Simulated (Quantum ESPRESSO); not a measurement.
Crystal: AgCl (Chlorargyrite).

```
CELL_PARAMETERS angstrom
0.00000 2.73500 2.73500
2.73500 0.00000 2.73500
2.73500 2.73500 0.00000
ATOMIC_POSITIONS crystal
Ag 0.00000 0.00000 0.00000
Cl 0.50000 0.50000 0.50000
```

Base run:

| Item | Value |
| --- | --- |
| Program | Quantum ESPRESSO 7.5 |
| Functional | PBE |
| Potentials or basis | SSSP 1.3 efficiency PBE |
| Cutoff | 816 eV |
| Density cutoff | 5987 eV |
| k mesh | 8 × 8 × 8 |
| Occupations | fermi-dirac, width 0.05 eV |
| Spin | no spin polarisation |
| Hubbard terms | Ag d U = 5 eV |

Its results: band gap on the k mesh 1.67 eV, indirect (least direct gap 3.46 eV); pressure 5.0 GPa.

After a change of settings the same cell gave: band gap on the k mesh 1.56 eV, indirect (least direct gap 3.45 eV); pressure 4.8 GPa. Which change was it?
A. hubbard terms from Ag d U = 5 eV to Ag d U = 4 eV
B. hubbard terms from Ag d U = 5 eV to Ag d U = 2 eV
C. hubbard terms from Ag d U = 5 eV to none

A.
